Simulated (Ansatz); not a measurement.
The system is In.

```xyz
1
Lattice="-1.6276 1.6115 2.5035 1.6224 -1.5978 2.4911 1.6335 1.6038 -2.4945" Properties=species:S:1:pos:R:3 pbc="T T T"
In    0.0000    0.0000    0.0000
```

The cell isn't the ideal one: cell strained at random at fixed volume.

```yaml
Program: Ansatz 0.2.0
Task: relaxation of cell and atoms
Functional: BLYP
Potentials_or_basis: Ansatz PAW
Cutoff: 400 eV
Density_cutoff: 1600 eV
k_mesh: 8 × 7 × 9
Occupations: fermi-dirac, width 0.15 eV
Spin: non-collinear spin, random start, spin-orbit coupling
Starting_moments: "[[-0.006, 0.008, -0.001]] μB"
```

At the start: volume 26.14 Å³/atom.

How do energy, volume and symmetry change on relaxing?

It ends after 28 steps and the volume is 31.73 Å³/atom (+21.4 %); space group C2/m (No. 12, to 0.05 Å); moment 0.00 μB per cell.

Step by step:
| step | energy change (eV) | largest force (eV/Å) | volume (Å³) |
| --- | --- | --- | --- |
| 1 | 0.0000 | 0.0000 | 26.14 |
| 2 | -0.0742 | 0.0000 | 29.22 |
| 3 | -0.0840 | 0.0000 | 30.54 |
| 4 | -0.0859 | 0.0000 | 30.86 |
| 5 | -0.0869 | 0.0000 | 30.88 |
| 6 | -0.0871 | 0.0000 | 30.85 |
| 7 | -0.0873 | 0.0000 | 30.81 |
| 8 | -0.0874 | 0.0000 | 30.80 |
| 9 | -0.0876 | 0.0000 | 30.77 |
| 10 | -0.0877 | 0.0000 | 30.83 |
| 11 | -0.0878 | 0.0000 | 30.81 |
| 12 | -0.0878 | 0.0000 | 30.81 |
| 13 | -0.0879 | 0.0000 | 30.79 |
| 14 | -0.0879 | 0.0000 | 30.78 |
| 15 | -0.0879 | 0.0000 | 30.76 |
| 16 | -0.0880 | 0.0000 | 30.73 |
| 17 | -0.0930 | 0.0000 | 30.73 |
| 18 | -0.0947 | 0.0000 | 31.18 |
| 19 | -0.0965 | 0.0000 | 31.29 |
| 20 | -0.0979 | 0.0000 | 31.68 |
| 21 | -0.0986 | 0.0000 | 31.89 |
| 22 | -0.0997 | 0.0000 | 31.63 |
| 23 | -0.0997 | 0.0000 | 31.66 |
| 24 | -0.1001 | 0.0000 | 31.66 |
| 25 | -0.1002 | 0.0000 | 31.69 |
| 26 | -0.1003 | 0.0000 | 31.73 |
| 27 | -0.1003 | 0.0000 | 31.73 |
| 28 | -0.1003 | 0.0000 | 31.73 |

Final structure:
```cif
data_structure
_symmetry_space_group_name_H-M 'P 1'
_symmetry_Int_Tables_number 1
_cell_length_a 3.2470
_cell_length_b 3.7005
_cell_length_c 3.9869
_cell_angle_alpha 118.124
_cell_angle_beta 125.852
_cell_angle_gamma 89.588
_cell_volume 31.73
loop_
_atom_site_label
_atom_site_type_symbol
_atom_site_fract_x
_atom_site_fract_y
_atom_site_fract_z
_atom_site_occupancy
In1 In 0.00000 0.00000 0.00000 1
```

Caveat: the plane-wave basis is chosen anew once the cell has moved, so the energies of steps on either side of that aren't comparable; the PAW data sets come from PBE, with cores solved anew for the run's functional, which leaves a small shift of forces and pressure; the starting moments weren't kept; the cutoff lies under the one recommended for these potentials.
